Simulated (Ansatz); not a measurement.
**Response of La to small distortions**

```
CELL_PARAMETERS angstrom
3.78306 0.00000 0.00000
-1.89153 3.27623 0.00000
0.00000 0.00000 6.07613
ATOMIC_POSITIONS crystal
La 0.33333 0.66667 0.25000
La 0.66667 0.33333 0.75000
```

Atom numbers follow the list: La1, La2.

The cell was built from the hcp type and relaxed in the same program, and has space group P6_3/mmc; it needn't be a known or the stable phase.

Spin–orbit coupling is left out, though it moves levels of the heavy atoms by tenths of an eV or more.

Theory: DFT, PBE, all-electron PAW with datasets made for the crystal, scalar-relativistic (Ansatz 0.2.0).

Numerical set-up: a Γ-centred 12×12×7 k mesh, Fermi–Dirac smearing of 0.05 eV, cutoff 260 eV (chosen by the program for this cell), no spin polarisation.

The unchanged cell is at 0.04 GPa, so energy changes include a term −P ΔV where the volume moves.

In a metal, stresses and small energies carry noise from the k mesh.

x, y and z are the Cartesian axes of the cell as listed; fractional coordinates follow a strain, and an engineering shear is twice the off-diagonal strain component.

With xy engineering shear strain of -3 %: energy change +2 meV/atom; stress change (xx, yy, zz, yz, xz, xy) 0.00, 0.02, 0.01, 0.00, 0.00, 0.56 GPa, compression positive; change of the force on La1 (0.013, 0.000, 0.000) eV/Å.

Task: With this change (x and y strained by -4 %, z held), what becomes of the energy and stress?

Result: Energy change +23 meV/atom; stress change (xx, yy, zz, yz, xz, xy) 2.48, 2.48, 1.52, 0.00, 0.00, 0.00 GPa, compression positive.

Task: With this change (atom 2 (La) moved by (0.0000, 0.0000, 0.0800) Å), what becomes of the energy and stress and forces?

Result: Energy change +2 meV/atom; stress change (xx, yy, zz, yz, xz, xy) 0.03, 0.03, 0.06, 0.00, 0.00, 0.00 GPa, compression positive; change of the force on La2 (0.000, 0.000, -0.117) eV/Å.

Task: What force constant does this one finite step give for La2 along its displacement (all its periodic images move with it)?

Result: k = −ΔF·u/|u|² = 1.46 eV/Å², so the force pulls the atom back.
